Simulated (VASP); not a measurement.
Set up this calculation in VASP 6.6.1, as the native input.

- Task: relaxation of cell and atoms
- Functional: PBEsol
- Potentials or basis: VASP PAW PBE potentials, release 64 (Se)
- Cutoff: 600 eV
- k mesh: 15 × 15 × 13
- Occupations: gaussian, width 0.03 eV
- Spin: no spin polarisation
- Target pressure: 148 GPa
- Further INCAR settings: ALGO = Normal; EDIFF = 1e-07; IBRION = 2; EDIFFG = -0.005; NSW = 90; ISIF = 3
- Target pressure: 148 GPa

The structure of Se lies in POSCAR:

```
Se                                      
1.0
    2.0098347745      1.1603786482      0.8107333586
   -2.0098347745      1.1603786482      0.8107333586
   -0.0000000000     -2.3207572965      0.8107333586
  Se            
     1
Direct
     0.0000000000000000    0.0000000000000000    0.0000000000000000
```

This isn't the form of Se at room conditions, which is trigonal, of chains.

One way to write it, as run:

INCAR

```
SYSTEM = Se
PREC = Accurate ; ENCUT = 600
EDIFF = 1E-7 ; ISMEAR = 0
SIGMA = 0.03 ; LREAL = .FALSE.
LASPH = .TRUE. ; NELM = 80
ALGO = Normal ; ISIF = 3
LWAVE = .FALSE. ; LCHARG = .FALSE.
GGA = PS ; IBRION = 2
NSW = 90 ; EDIFFG = -0.005
PSTRESS = 1480.0
```

KPOINTS

```
Automatic mesh
0
G
  15 15 13
  0 0 0
```

Potentials or basis: VASP PAW PBE potentials, release 64 (Se).

Command:

```bash
$ cat potpaw_PBE.64/Se/POTCAR > POTCAR
$ mpirun -np 1 vasp_std > vasp.out
```

Results of the run:

The pressure after relaxing is 148.0 GPa and the band gap on the k mesh is none (metal or under the smearing width).

Caveat: the relaxation stopped at its first step, so nothing moved; the cell is relaxed towards a set pressure, so the enthalpy falls and the energy may rise; the PAW data sets were made with another functional, which shifts forces and pressure a little.

Wall time 20 s on 1 thread of Intel(R) Xeon(R) 6975P-C (Granite Rapids) (shared host), peak memory 0.19 GiB.
